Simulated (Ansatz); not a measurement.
Hf, DFT, PBEsol, PAW with Ansatz's default frozen-core files, scalar-relativistic (Ansatz 0.2.0), run on 1 thread of Arm Neoverse V2 on a shared host.

The cell comes from COD entry 1522789, which wasn't checked; take it as a given geometry.

Command: `ansatz run input.yaml --threads 1 --pin off --max-ram 2048MiB --backend cpu --events-out ev --progress --plain --runs-dir out`

```yaml
crystal:
  lattice:
    - [-1.805, 1.805, 1.805]
    - [1.805, -1.805, 1.805]
    - [1.805, 1.805, -1.805]
  atoms:
    - { symbol: Hf, position: [0.0, 0.0, 0.0] }
kpoints:
  mp_grid: { grid: [16, 16, 16] }
  band_path:
    path:
      - [0.0, 0.0, 0.0]
      - [0.5, -0.5, 0.5]
      - [0.0, 0.0, 0.5]
      - [0.0, 0.0, 0.0]
      - [0.25, 0.25, 0.25]
      - [0.5, -0.5, 0.5]
      - [0.25, 0.25, 0.25]
      - [0.0, 0.0, 0.5]
    npoints: 5
scf:
  occupations: { method: fermi_dirac, width: 0.08 }
hamiltonian:
  xc: pbesol
  pseudopotentials: { kind: paw }
output:
  forces: true
  stress: true
  eigenvalues: true
  efg: { contact_densities: true }
  write_density: true
  write_potential: true
  elf: true
  volumetric_format: npy
```

(1) How large is the problem that the program sets up?

(2) Estimate the wall time and the peak memory.

(3) And the same cell and mesh by full-potential LAPW, asked for forces, stress, eigenvalues and the same band path, on the same hardware?

## Answers

(1) 145 irreducible k-points, 459 plane waves at Γ, 17 bands.

(2) 5.5 s of wall time for 6 SCF iterations, with a peak of 0.39 GiB. Times on shared machines scatter by tens of per cent.

(3) 15 s, peak memory 0.34 GiB.
